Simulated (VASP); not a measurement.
**Mg3Sb2: relaxation of shape and atoms at fixed volume with PBEsol**

Mg3Sb2:

```
Mg Sb
1.0
     4.55465    0.00000    0.00000
    -2.27732    3.94444    0.00000
     0.00000    0.00000    7.18601
Mg Sb
3 2
Direct
  0.33333 0.66667 0.63251
  0.66667 0.33333 0.36749
  0.00000 0.00000 0.00000
  0.33333 0.66667 0.22374
  0.66667 0.33333 0.77626
```

```
Program                : VASP 6.6.1
Task                   : relaxation of shape and atoms at fixed volume
Functional             : PBEsol
Potentials or basis    : VASP PAW PBE potentials, release 64 (Mg, Sb)
Cutoff                 : 600 eV
k mesh                 : 9 × 9 × 5
Occupations            : gaussian, width 0.03 eV
Spin                   : no spin polarisation
Further INCAR settings : ALGO = Normal; EDIFF = 1e-07; IBRION = 2; EDIFFG = -0.01; NSW = 40; ISIF = 4
```

```yaml
Pressure_after_relaxing: 0.0 GPa
Largest_force_after_relaxing: 0.005 eV/Å
Band_gap_on_the_k_mesh: 0.16 eV, indirect (least direct gap 1.09 eV)
```

Forces on the atoms (eV/Å):
```
Mg   0.000  0.000 -0.004
Mg   0.000  0.000  0.004
Mg   0.000  0.000  0.000
Sb   0.000  0.000  0.005
Sb   0.000  0.000 -0.005
```

Final structure:
```cif
data_structure
_symmetry_space_group_name_H-M 'P 1'
_symmetry_Int_Tables_number 1
_cell_length_a 4.5546
_cell_length_b 4.5546
_cell_length_c 7.1860
_cell_angle_alpha 90.000
_cell_angle_beta 90.000
_cell_angle_gamma 120.000
_cell_volume 129.10
loop_
_atom_site_label
_atom_site_type_symbol
_atom_site_fract_x
_atom_site_fract_y
_atom_site_fract_z
_atom_site_occupancy
Mg1 Mg 0.33333 0.66667 0.63251 1
Mg2 Mg 0.66667 0.33333 0.36749 1
Mg3 Mg 0.00000 0.00000 0.00000 1
Sb1 Sb 0.33333 0.66667 0.22374 1
Sb2 Sb 0.66667 0.33333 0.77626 1
```

Levels at points of the mesh, in eV from the valence-band top:
```
           k point  band 5  band 6  band 7  band 8  band 9  band 10  band 11  band 12
(0.00, 0.00, 0.00)   -1.16   -0.44   -0.44    0.00    1.09     1.15     2.99     2.99
```

Wall time 86 s on 1 thread of Intel(R) Xeon(R) Platinum 8488C (Sapphire Rapids), with other jobs on the host, peak memory 0.32 GiB.

Caveat: the relaxation stopped at its first step, so nothing moved; the PAW data sets were made with another functional, which shifts forces and pressure a little; spin-orbit coupling is left out, which moves the levels of the heavy elements; an odd mesh through Γ misses points on the zone boundary, where band edges often lie.
